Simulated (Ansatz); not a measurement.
Crystal: GaN.

```
CELL_PARAMETERS angstrom
3.21154 0.00000 0.00000
-1.60577 2.78127 0.00000
0.00000 0.00000 10.35684
ATOMIC_POSITIONS crystal
Ga 0.00000 0.00000 0.78587
Ga 0.66667 0.33333 0.03735
Ga 0.33333 0.66667 0.53735
Ga 0.00000 0.00000 0.28587
N 0.00000 0.00000 0.09304
N 0.66667 0.33333 0.34375
N 0.00000 0.00000 0.59304
N 0.33333 0.66667 0.84374
```

The cell is a database's computed one.

Base run:

```yaml
Program: Ansatz 0.2.0
Functional: PBE
Potentials_or_basis: Ansatz PAW
Cutoff: 420 eV
Density_cutoff: 1680 eV
k_mesh: 10 × 10 × 3
Occupations: fermi-dirac, width 0.05 eV
Spin: no spin polarisation
```

Its results: band gap on the k mesh 0.81 eV, direct; pressure -0.1 GPa; largest force 0.325 eV/Å.

Task: The run is repeated on the same cell with these changes: functional from PBE to PBEsol. What comes out?

Result: Band gap on the k mesh 0.78 eV, direct; pressure -6.1 GPa; largest force 0.243 eV/Å.

PBEsol binds more tightly than PBE, so the same cell stands under less pressure.

Caveats: odd divisions of the mesh miss points on the zone boundary, where band edges often lie, so the gap on the mesh can be too wide (some runs); the PAW data sets come from PBE, with cores solved anew for the run's functional, which leaves a small shift of forces and pressure (some runs).

Not every run made on this cell is shown here.
